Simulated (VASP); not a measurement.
# ZnSe (F-43m) in VASP: settings compared

One crystal, ZnSe, is run at these levels: r2SCAN, TB-mBJ, LDA; tasks: band structure.

All numbers are computed with VASP 6.6.1; they aren't measurements. Logs are shortened: lines on timing, memory, paths and dates and some standing lists are left out, and cuts for length are marked.

**What was measured.**

From “Alloy Disordering Effects on the Thermal Conductivity and Energy Gap Temperature Dependence of Cd1−xZnxSe Ternary Crystals Grown by the Bridgman Method”, 2023, pmc:10253836, for a bulk crystal of ZnSe at 300 K: band gap 2.695 ± 0.003 eV (an exciton energy, a little under the gap).

The runs below are set against these values where they give the same quantity.

### Step 1. The structure

It takes space group F-43m (No. 216, cubic). The conventional cell has a = 5.641 Å, b = 5.641 Å, c = 5.641 Å, α = 90.00°, β = 90.00°, γ = 90.00°. Around Zn (site symmetry -43m) lie 4 Se at 2.44 Å. Se (site symmetry -43m) is surrounded by 4 Zn at 2.44 Å.

### Step 2. Band structure, r2SCAN

Contents of INCAR:

```
PREC = Accurate
ENCUT = 520
EDIFF = 1E-6
ISMEAR = 0
SIGMA = 0.03
LREAL = F
LASPH = T
NELM = 80
ALGO = Normal
ISIF = 2
LWAVE = F
LCHARG = F
METAGGA = R2SCAN
LMIXTAU = T
NBANDS = 16
```

Contents of KPOINTS:

```
Automatic mesh
0
Gamma
  8 8 8
```

Contents of POSCAR:

```
ZnSe                                    
1.0
    0.0000000000      2.8206646090      2.8206646090
    2.8206646090      0.0000000000      2.8206646090
    2.8206646090      2.8206646090      0.0000000000
  Zn              Se            
     1     1
Direct
     0.0000000000000000    0.0000000000000000    0.0000000000000000
     0.2500000000000000    0.2500000000000000    0.2500000000000000
```

Contents of KPOINTS_OPT:

```
explicit points
159
Reciprocal
 0.0000000000  0.0000000000  0.0000000000 1
 0.0357142857  0.0000000000  0.0357142857 1
 0.0714285714  0.0000000000  0.0714285714 1
 0.1071428571  0.0000000000  0.1071428571 1
 0.1428571429  0.0000000000  0.1428571429 1
 0.1785714286  0.0000000000  0.1785714286 1
[... 151 lines left out ...]
 0.4250000000  0.0000000000  0.4250000000 1
 0.4500000000  0.0000000000  0.4500000000 1
```

Potentials or basis: VASP PAW PBE potentials, release 64 (Zn, Se).

The run is started by

```sh
cat potpaw_PBE.64/Zn/POTCAR potpaw_PBE.64/Se/POTCAR > POTCAR
mpirun -np 1 vasp_std > vasp.out
```

OUTCAR:

```text
PREC = Accurate
   ENCUT = 520
   EDIFF = 1E-6
   ISMEAR = 0
   LREAL = F
   LASPH = T
   NELM = 80
   ISIF = 2
   METAGGA = R2SCAN

 ion  position               nearest neighbor table
   1  0.000  0.000  0.000-   2 2.44   2 2.44   2 2.44   2 2.44
   2  0.250  0.250  0.250-   1 2.44   1 2.44   1 2.44   1 2.44

  LATTYP: Found a face centered cubic cell.
 ALAT       =     5.6413292180

  Lattice vectors:

 A1 = (   0.0000000000,   2.8206646090,   2.8206646090)
 A2 = (   2.8206646090,   0.0000000000,   2.8206646090)
 A3 = (   2.8206646090,   2.8206646090,   0.0000000000)

Analysis of symmetry for initial positions (statically):
=====================================================================
 Subroutine PRICEL returns:
 Original cell was already a primitive cell.

 Routine SETGRP: Setting up the symmetry group for a
 face centered cubic supercell.

 Subroutine GETGRP returns: Found 24 space group operations
 (whereof 24 operations were pure point group operations)
 out of a pool of 48 trial point group operations.

The static configuration has the point symmetry T_d .

Analysis of symmetry for dynamics (positions and initial velocities):
=====================================================================
 Subroutine PRICEL returns:
 Original cell was already a primitive cell.

 Routine SETGRP: Setting up the symmetry group for a
 face centered cubic supercell.

 Subroutine GETGRP returns: Found 24 space group operations
 (whereof 24 operations were pure point group operations)
 out of a pool of 48 trial point group operations.

The dynamic configuration has the point symmetry T_d .

 Subroutine INISYM returns: Found 24 space group operations
 (whereof 24 operations are pure point group operations),
 and found     1 'primitive' translations

----------------------------------------------------------------------------------------

                                     Primitive cell

  volume of cell :      44.8833

  direct lattice vectors                    reciprocal lattice vectors
     0.000000000  2.820664609  2.820664609    -0.177263188  0.177263188  0.177263188
     2.820664609  0.000000000  2.820664609     0.177263188 -0.177263188  0.177263188
     2.820664609  2.820664609  0.000000000     0.177263188  0.177263188 -0.177263188

  length of vectors
     3.989022145  3.989022145  3.989022145     0.307028847  0.307028847  0.307028847

  position of ions in fractional coordinates (direct lattice)
     0.000000000  0.000000000  0.000000000
     0.250000000  0.250000000  0.250000000

  ion indices of the primitive-cell ions
   primitive index   ion index
                 1           1
                 2           2

----------------------------------------------------------------------------------------

 KPOINTS: Automatic mesh

Automatic generation of k-mesh.
 Grid dimensions read from file:
 generate k-points for:    8    8    8

 Generating k-lattice:

  Cartesian coordinates                     Fractional coordinates (reciprocal lattice)
    -0.022157898  0.022157898  0.022157898     0.125000000  0.000000000  0.000000000
     0.022157898 -0.022157898  0.022157898     0.000000000  0.125000000  0.000000000
     0.022157898  0.022157898 -0.022157898     0.000000000  0.000000000  0.125000000

  Length of vectors
     0.038378606  0.038378606  0.038378606

  Shift w.r.t. Gamma in fractional coordinates (k-lattice)
     0.000000000  0.000000000  0.000000000

 Subroutine IBZKPT returns following result:
 ===========================================

 Found     29 irreducible k-points:

 Following reciprocal coordinates:
            Coordinates               Weight
  0.000000  0.000000  0.000000      1.000000
  0.125000  0.000000  0.000000      8.000000
  0.250000  0.000000  0.000000      8.000000
  0.375000  0.000000  0.000000      8.000000
  0.500000  0.000000  0.000000      4.000000
  0.125000  0.125000  0.000000      6.000000
[... 16 lines left out ...]
  0.500000  0.250000  0.125000     48.000000
 -0.375000  0.250000  0.125000     24.000000
 [... further k-points ...]
[... 42 lines left out ...]

 val. band max:        1.4195441992   @ k =   0.0000   0.0000   0.0000
 cond. band min:       3.3475775995   @ k =   0.0000   0.0000   0.0000
 fundamental gap:      1.9280334003
 Fermi energy:         1.5544370842

 k-point     1 :       0.0000    0.0000    0.0000
  band No.  band energies     occupation
      1     -12.3878      2.00000
      2      -5.3255      2.00000
      3      -5.3255      2.00000
      4      -5.3255      2.00000
      5      -4.9041      2.00000
      6      -4.9041      2.00000
[... 8 lines left out ...]
     15      13.4759      0.00000
     16      13.4759      0.00000

 k-point     2 :       0.1250    0.0000    0.0000
  band No.  band energies     occupation
      1     -12.2809      2.00000
      2      -5.3171      2.00000
      3      -5.3082      2.00000
      4      -5.3082      2.00000
      5      -4.9055      2.00000
      6      -4.9055      2.00000
[... 8 lines left out ...]
     15      12.6725      0.00000
     16      12.9631      0.00000

 k-point     3 :       0.2500    0.0000    0.0000
  band No.  band energies     occupation
      1     -12.0030      2.00000
      2      -5.2697      2.00000
      3      -5.2697      2.00000
      4      -5.2561      2.00000
      5      -4.9041      2.00000
      6      -4.9040      2.00000
[... 8 lines left out ...]
     15      12.4428      0.00000
     16      12.7753      0.00000

 k-point     4 :       0.3750    0.0000    0.0000
  band No.  band energies     occupation
      1     -11.6905      2.00000
      2      -5.2378      2.00000
      3      -5.2377      2.00000
      4      -5.0458      2.00000
      5      -4.8936      2.00000
      6      -4.8935      2.00000
[... 8 lines left out ...]
     15      13.6491      0.00000
     16      13.6492      0.00000
[... 324 lines left out ...]
 k-point    22 :       0.3750    0.2500    0.1250
  band No.  band energies     occupation
      1     -11.7854      2.00000
      2      -5.2754      2.00000
      3      -5.2126      2.00000
      4      -5.1840      2.00000
      5      -4.9198      2.00000
      6      -4.8783      2.00000
[... 8 lines left out ...]
     15      14.4157      0.00000
     16      15.7057      0.00000

 k-point    23 :       0.5000    0.2500    0.1250
  band No.  band energies     occupation
      1     -11.5240      2.00000
      2      -5.2184      2.00000
      3      -5.1847      2.00000
      4      -5.0364      2.00000
      5      -4.8916      2.00000
      6      -4.8436      2.00000
[... 8 lines left out ...]
     15      14.8322      0.00000
     16      15.8845      0.00000

 k-point    24 :      -0.3750    0.2500    0.1250
  band No.  band energies     occupation
      1     -11.4076      2.00000
      2      -5.2081      2.00000
      3      -5.1693      2.00000
      4      -4.9411      2.00000
      5      -4.8980      2.00000
      6      -4.6912      2.00000
[... 8 lines left out ...]
     15      14.9113      0.00000
     16      15.8117      0.00000

 [... further k-points ...]

------------------------ aborting loop because EDIFF is reached ----------------------------------------

  FORCE on cell =-STRESS in cart. coord.  units (eV):
  Direction    XX          YY          ZZ          XY          YZ          ZX
  --------------------------------------------------------------------------------------
  -------------------------------------------------------------------------------------
  Total        0.2670064      0.2670064      0.2670064      0.0000000      0.0000000     -0.0000000
  in kB        9.5312061      9.5312061      9.5312061      0.0000000      0.0000000     -0.0000000
  external PRESSURE =       9.5312061 kB  Pullay stress =       0.0000000 kB

 VOLUME and BASIS-vectors are now :
 -----------------------------------------------------------------------------
  energy-cutoff  :      520.00
  volume of cell :       44.88
      direct lattice vectors                 reciprocal lattice vectors
     0.000000000  2.820664609  2.820664609    -0.177263188  0.177263188  0.177263188
     2.820664609  0.000000000  2.820664609     0.177263188 -0.177263188  0.177263188
     2.820664609  2.820664609  0.000000000     0.177263188  0.177263188 -0.177263188

 POSITION                                       TOTAL-FORCE (eV/Angst)
 -----------------------------------------------------------------------------------
      0.00000      0.00000      0.00000         0.000000      0.000000      0.000000
      1.41033      1.41033      1.41033        -0.000000     -0.000000     -0.000000
 -----------------------------------------------------------------------------------
    total drift:                                0.000025      0.000025      0.000025

  FREE ENERGIE OF THE ION-ELECTRON SYSTEM (eV)
  ---------------------------------------------------
  free  energy   TOTEN  =       -24.9075397833 eV

  energy  without entropy=      -24.9075397833  energy(sigma->0) =      -24.90753978
```

Wall time 2.1 min (1 thread of Intel Xeon 6975P-C (Granite Rapids), shared host); peak memory 0.18 GiB.

What came out:

| Item | Value |
| --- | --- |
| Free energy | -24.9075 eV |
| Pressure | 1.0 GPa |
| Band gap on the k mesh | 1.93 eV, direct |
| Band gap along the path | 1.93 eV, direct |

Levels at the corners of the path, in eV from the valence-band top:
```
point  band 7  band 8  band 9  band 10  band 11  band 12
    Γ    0.00    0.00    0.00     1.93     6.31     6.31
    X   -4.85   -2.28   -2.28     3.30     3.87    11.62
    X   -4.85   -2.28   -2.28     3.30     3.87    11.62
    W   -4.78   -2.88   -2.77     5.83     6.14     7.62
    W   -4.78   -2.88   -2.77     5.83     6.14     7.62
    K   -4.82   -3.21   -1.87     3.98     6.09     9.69
    K   -4.82   -3.21   -1.87     3.98     6.09     9.69
    Γ    0.00    0.00    0.00     1.93     6.31     6.31
    Γ    0.00    0.00    0.00     1.93     6.31     6.31
    L   -5.40   -0.90   -0.90     3.08     6.86     6.86
    L   -5.40   -0.90   -0.90     3.08     6.86     6.86
    U   -4.82   -3.21   -1.87     3.98     6.09     9.69
    U   -4.82   -3.21   -1.87     3.98     6.09     9.69
    W   -4.78   -2.88   -2.77     5.83     6.14     7.62
    W   -4.78   -2.88   -2.77     5.83     6.14     7.62
    L   -5.40   -0.90   -0.90     3.08     6.86     6.86
    L   -5.40   -0.90   -0.90     3.08     6.86     6.86
    K   -4.82   -3.21   -1.87     3.98     6.09     9.69
    U   -4.82   -3.21   -1.87     3.98     6.09     9.69
    X   -4.85   -2.28   -2.28     3.30     3.87    11.62
```

Caveat: the PAW data sets were made with another functional, which shifts forces and pressure a little.

### Step 3. Band structure, TB-mBJ

POSCAR is that of step 2.

Contents of INCAR.step1:

```
PREC = Accurate
ENCUT = 520
EDIFF = 1E-5
ISMEAR = 0
SIGMA = 0.03
LREAL = F
LASPH = T
NELM = 80
ALGO = Normal
ISIF = 2
LWAVE = T
LCHARG = F
NBANDS = 16
GGA = PE
```

Contents of INCAR.step2:

```
PREC = Accurate
ENCUT = 520
EDIFF = 1E-6
ISMEAR = 0
SIGMA = 0.03
LREAL = F
LASPH = T
NELM = 80
ALGO = Normal
ISIF = 2
LWAVE = F
LCHARG = F
METAGGA = MBJ
NBANDS = 16
ISTART = 1
```

KPOINTS is that of step 2.

KPOINTS_OPT is that of step 2.

Potentials or basis: VASP PAW PBE potentials, release 64 (Zn, Se).

The run is started by

```sh
cat potpaw_PBE.64/Zn/POTCAR potpaw_PBE.64/Se/POTCAR > POTCAR
cp INCAR.step1 INCAR
mpirun -np 1 vasp_std > vasp.out
cp INCAR.step2 INCAR
mpirun -np 1 vasp_std > vasp.out
```

It took 72 s on 1 thread of Intel Xeon 6975P-C (Granite Rapids), shared host; peak memory 0.19 GiB.

The run converged. Its results:

| Property | Result |
| --- | --- |
| Band gap on the k mesh | 2.82 eV, direct |
| Band gap along the path | 2.82 eV, direct |

Levels at the corners of the path, in eV from the valence-band top:
```
point  band 7  band 8  band 9  band 10  band 11  band 12
    Γ    0.00    0.00    0.00     2.82     6.64     6.64
    X   -4.30   -2.03   -2.03     3.89     4.38    11.89
    X   -4.30   -2.03   -2.03     3.89     4.38    11.89
    W   -4.20   -2.56   -2.43     6.16     6.51     8.01
    W   -4.20   -2.56   -2.43     6.16     6.51     8.01
    K   -4.25   -2.85   -1.66     4.51     6.44     9.83
    K   -4.25   -2.85   -1.66     4.51     6.44     9.83
    Γ    0.00    0.00    0.00     2.82     6.64     6.64
    Γ    0.00    0.00    0.00     2.82     6.64     6.64
    L   -4.81   -0.80   -0.80     3.77     7.09     7.09
    L   -4.81   -0.80   -0.80     3.77     7.09     7.09
    U   -4.25   -2.85   -1.66     4.51     6.44     9.83
    U   -4.25   -2.85   -1.66     4.51     6.44     9.83
    W   -4.20   -2.56   -2.43     6.16     6.51     8.01
    W   -4.20   -2.56   -2.43     6.16     6.51     8.01
    L   -4.81   -0.80   -0.80     3.77     7.09     7.09
    L   -4.81   -0.80   -0.80     3.77     7.09     7.09
    K   -4.25   -2.85   -1.66     4.51     6.44     9.83
    U   -4.25   -2.85   -1.66     4.51     6.44     9.83
    X   -4.30   -2.03   -2.03     3.89     4.38    11.89
```

Caveat: the PAW data sets were made with another functional, which shifts forces and pressure a little.

### Step 4. Band structure, TB-mBJ, spin-orbit coupling, no magnetisation

POSCAR is that of step 3.

Changes to INCAR.step1 since step 3:

```diff
@@ -12,3 +12,7 @@
 LCHARG = F
-NBANDS = 16
+MAGMOM = 0 0 0 0 0 0
+LORBIT = 11
+LSORBIT = T
+GGA_COMPAT = F
+NBANDS = 32
 GGA = PE
```

Changes to INCAR.step2 since step 3:

```diff
@@ -12,4 +12,8 @@
 LCHARG = F
+MAGMOM = 0 0 0 0 0 0
+LORBIT = 11
+LSORBIT = T
+GGA_COMPAT = F
 METAGGA = MBJ
-NBANDS = 16
+NBANDS = 32
 ISTART = 1
```

Contents of KPOINTS:

```
Automatic mesh
0
Gamma
  6 6 6
```

KPOINTS_OPT is that of step 3.

The run is started by

```sh
cat potpaw_PBE.64/Zn/POTCAR potpaw_PBE.64/Se/POTCAR > POTCAR
cp INCAR.step1 INCAR
mpirun -np 1 vasp_ncl > vasp.out
cp INCAR.step2 INCAR
mpirun -np 1 vasp_ncl > vasp.out
```

It took 6.9 min on 1 thread of Intel Xeon 6975P-C (Granite Rapids), shared host; peak memory 0.36 GiB.

The run converged. Its results:

| Property | Result |
| --- | --- |
| Valence electrons inside the program's atomic spheres | Zn 10.65; Se 4.30 |

Caveat: the PAW data sets were made with another functional, which shifts forces and pressure a little.

### Step 5. Band structure, LDA

Contents of INCAR:

```
PREC = Accurate
ENCUT = 520
EDIFF = 1E-6
ISMEAR = 0
SIGMA = 0.03
LREAL = F
LASPH = T
NELM = 80
ALGO = Fast
ISIF = 2
LWAVE = F
LCHARG = F
NBANDS = 16
```

Contents of KPOINTS:

```
Automatic mesh
0
Gamma
  8 8 8
```

POSCAR is that of step 4.

KPOINTS_OPT is that of step 4.

Potentials or basis: VASP PAW LDA potentials, release 64 (Zn, Se).

The run is started by

```sh
cat potpaw_LDA.64/Zn/POTCAR potpaw_LDA.64/Se/POTCAR > POTCAR
mpirun -np 1 vasp_std > vasp.out
```

It took 30 s on 1 thread of Intel Xeon 6975P-C (Granite Rapids), shared host; peak memory 0.16 GiB.

Results (log left out):

| Property | Result |
| --- | --- |
| Free energy | -7.3610 eV |
| Pressure | -2.3 GPa |
| Band gap on the k mesh | 1.13 eV, direct |
| Band gap along the path | 1.13 eV, direct |

Levels at the corners of the path, in eV from the valence-band top:
```
point  band 6  band 7  band 8  band 9  band 10  band 11  band 12  band 13
    Γ   -6.36    0.00    0.00    0.00     1.13     5.70     5.70     5.70
    X   -6.17   -4.89   -2.25   -2.25     2.78     3.32    10.62    11.18
    X   -6.17   -4.89   -2.25   -2.25     2.78     3.32    10.62    11.18
    W   -6.04   -4.81   -2.86   -2.77     5.34     5.52     6.84     7.55
    W   -6.04   -4.81   -2.86   -2.77     5.34     5.52     6.84     7.55
    K   -6.08   -4.85   -3.20   -1.85     3.42     5.51     8.93     9.21
    K   -6.08   -4.85   -3.20   -1.85     3.42     5.51     8.93     9.21
    Γ   -6.36    0.00    0.00    0.00     1.13     5.70     5.70     5.70
    Γ   -6.36    0.00    0.00    0.00     1.13     5.70     5.70     5.70
    L   -6.19   -5.38   -0.90   -0.90     2.40     6.28     6.28     8.39
    L   -6.19   -5.38   -0.90   -0.90     2.40     6.28     6.28     8.39
    U   -6.08   -4.85   -3.20   -1.85     3.42     5.51     8.93     9.21
    U   -6.08   -4.85   -3.20   -1.85     3.42     5.51     8.93     9.21
    W   -6.04   -4.81   -2.86   -2.77     5.34     5.52     6.84     7.55
    W   -6.04   -4.81   -2.86   -2.77     5.34     5.52     6.84     7.55
    L   -6.19   -5.38   -0.90   -0.90     2.40     6.28     6.28     8.39
    L   -6.19   -5.38   -0.90   -0.90     2.40     6.28     6.28     8.39
    K   -6.08   -4.85   -3.20   -1.85     3.42     5.51     8.93     9.21
    U   -6.08   -4.85   -3.20   -1.85     3.42     5.51     8.93     9.21
    X   -6.17   -4.89   -2.25   -2.25     2.78     3.32    10.62    11.18
```

### Step 6. Overview

```tsv
level	potentials or basis	spin	k mesh	gap on the mesh (eV)	pressure (GPa)
r2SCAN	VASP PAW PBE potentials, release 64 (Zn, Se)	off	8 × 8 × 8	1.93	1.0
TB-mBJ	VASP PAW PBE potentials, release 64 (Zn, Se)	off	8 × 8 × 8	2.82	-
TB-mBJ	VASP PAW PBE potentials, release 64 (Zn, Se)	SOC, no magnetisation	6 × 6 × 6	-	-
LDA	VASP PAW LDA potentials, release 64 (Zn, Se)	off	8 × 8 × 8	1.13	-2.3
```

Alike in all rows: task band structure; cell as given; cutoff (eV) 520; smearing gaussian 0.03 eV.

Caveats: the PAW data sets were made with another functional, which shifts forces and pressure a little (some runs).

Absolute energies hang on the potentials; compare differences alone.

### Step 7. How close it comes

Step 2. A measured gap of ZnSe is 2.695 eV (an exciton energy, a little under the gap; 300 K; “Alloy Disordering Effects on the Thermal Conductivity and Energy Gap Temperature Dependence of Cd1−xZnxSe Ternary Crystals Grown by the Bridgman Method”, 2023, pmc:10253836); the calculated 1.93 eV misses it by -0.77 eV. Spin-orbit coupling on Se is left out. The value is that of r2SCAN, without temperature or zero-point motion.

Step 3. A measured gap of ZnSe is 2.695 eV (an exciton energy, a little under the gap; 300 K; “Alloy Disordering Effects on the Thermal Conductivity and Energy Gap Temperature Dependence of Cd1−xZnxSe Ternary Crystals Grown by the Bridgman Method”, 2023, pmc:10253836); the calculated 2.82 eV misses it by +0.12 eV. Spin-orbit coupling on Se is left out. The value is that of TB-mBJ, without temperature or zero-point motion.

Step 5. Against the measured gap of ZnSe, 2.695 eV (an exciton energy, a little under the gap; 300 K; “Alloy Disordering Effects on the Thermal Conductivity and Energy Gap Temperature Dependence of Cd1−xZnxSe Ternary Crystals Grown by the Bridgman Method”, 2023, pmc:10253836), the calculated 1.13 eV is off by -1.57 eV. So large a miss can be the level of theory's own, or it may mean another phase, state or a wrong row. Spin-orbit coupling on Se is left out. The value is that of LDA, without temperature or zero-point motion. Semilocal functionals fall short of measured gaps as a rule.
